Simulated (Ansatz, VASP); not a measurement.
# B in VASP and in Ansatz

```
B
1.0
     2.69620    0.00000    0.00000
     0.00000    2.69620    0.00000
     0.00000    0.00000    2.69620
B
3
Direct
  0.50000 0.00000 0.00000
  0.00000 0.50000 0.00000
  0.00000 0.00000 0.50000
```

Alike in both runs: functional PBE; k mesh 18 × 18 × 18; occupations gaussian, width 0.1 eV; no spin polarisation.

Ansatz relaxed the structure, and its values are those at the end. VASP's run is a single point on that final structure, the one shown.

```csv
,VASP,Ansatz
version,VASP 6.6.1,Ansatz 0.2.0
potentials or method,"VASP PAW PBE potentials, release 64 (B)","scalar-relativistic, plane waves, PAW"
plane-wave cutoff (eV),520,420
valence electrons in the cell,9,9
```

|  | VASP | Ansatz | Ansatz less VASP |
| --- | --- | --- | --- |
| gap on the k mesh at the Fermi level (eV) | none | none | - |
| pressure (GPa) | 0.0 | 0.0 | -0.02 |

A gap of «none» marks a metal or a gap that the smearing closes. The functional is the same, so the differences come from potentials, cutoffs and numerics.
